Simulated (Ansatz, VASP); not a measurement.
SnSe: VASP beside Ansatz

```
Sn Se
1.0
     0.00000    3.01043    3.01043
     3.01043    0.00000    3.01043
     3.01043    3.01043    0.00000
Sn Se
1 1
Cartesian
  0.0000 0.0000 0.0000
  3.0104 3.0104 3.0104
```

Measurements of this composition are mostly on another form, of space group No. 62.

Alike in both runs: task relaxation of cell and atoms; functional PBEsol; k mesh 8 × 8 × 8; occupations gaussian, width 0.02 eV; no spin polarisation.

```csv
,VASP,Ansatz
version,VASP 6.6.1,Ansatz 0.2.0
potentials or method,"VASP PAW PBE potentials, release 64 (Sn_d, Se)","scalar-relativistic, plane waves, PAW"
plane-wave cutoff (eV),600,420
valence electrons in the cell,20,30
```

Ansatz gave:

| Property | Result |
| --- | --- |
| gap on the k mesh at the Fermi level, each at its own relaxed structure (eV) | 0.75 |
| relaxed volume (Å³/atom) | 26.27 |
| relaxed cell length with the largest relative difference (Å) | 4.204 |
| energy change over the relaxation (meV/atom) | -6 |

Problem. Which values does VASP return?

Solution. gap on the k mesh at the Fermi level, each at its own relaxed structure (eV): 0.75; relaxed volume (Å³/atom): 26.30; relaxed cell length with the largest relative difference (Å): 4.206; energy change over the relaxation (meV/atom): -6.

The two sets of potentials don't hold the same shells in valence.

Caveats: the PAW data sets were made with another functional, which shifts forces and pressure a little (VASP); spin-orbit coupling is left out, which moves the levels of the heavy elements. A k mesh can miss the band edges.
